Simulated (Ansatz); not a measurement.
## Symmetry broken, then relaxed in BN

These are results of Ansatz 0.2.0, DFT r2SCAN, scalar-relativistic, plane waves, PAW, not measurements. Settings: plane waves to 500 eV, k-mesh 12×12×6 (Γ-centred), Gaussian smearing 0.05 eV. No spin polarisation. Energies are free energies at this smearing, counted from the undisturbed cell; pressure is positive in compression.

The undisturbed cell (relaxed at this level; this wurtzite form isn't the usual structure):

```
B N
1.0
     2.54397    0.00000    0.00000
    -1.27198    2.20314    0.00000
     0.00000    0.00000    4.20774
B N
2 2
Direct
  0.66667 0.33333 0.99980
  0.33333 0.66667 0.49980
  0.66667 0.33333 0.62520
  0.33333 0.66667 0.12520
```

The atoms are displaced (Å, in the unstrained cell):

```csv
atom,ux,uy,uz
B1,-0.025,0.031,0.031
B2,-0.025,0.031,0.031
N3,0.025,-0.031,-0.031
N4,0.025,-0.031,-0.031
```

Cell and atoms are then relaxed.

Does the relaxation return to the undisturbed structure?

Yes (up to a choice of domain or origin): same space group and volume, and an energy 0.0 meV/atom from it. The disturbance itself cost 64.0 meV/atom. The final space group reads P6_3mc (tolerance 0.05 Å) and the volume changes by -0.01 %.

Final structure:

```
CELL_PARAMETERS angstrom
2.54382 0.00001 0.00001
-1.27190 2.20301 -0.00002
0.00002 -0.00003 4.20766
ATOMIC_POSITIONS crystal
B 0.66667 0.33333 0.99980
B 0.33333 0.66667 0.49980
N 0.66667 0.33333 0.62520
N 0.33333 0.66667 0.12520
```

The relaxation, step by step (energy from the first step; small jumps at an unchanged geometry come where the plane waves are selected anew for the new cell):

| step | ΔE (meV/atom) | largest force component (eV/Å) | pressure (GPa) |
| --- | --- | --- | --- |
| 1 | 0.0 | 1.781 | 3.82 |
| 2 | -36.8 | 0.986 | 0.35 |
| 3 | -64.0 | 0.032 | 0.41 |
| 4 | -64.0 | 0.001 | 0.06 |
| 5 | -64.0 | 0.001 | 0.06 |

Cost: 3 runs of about 5.6 core-minutes in all, on Intel Xeon Processor @ 2.50GHz (Skylake/Cascade Lake) (shared hosts).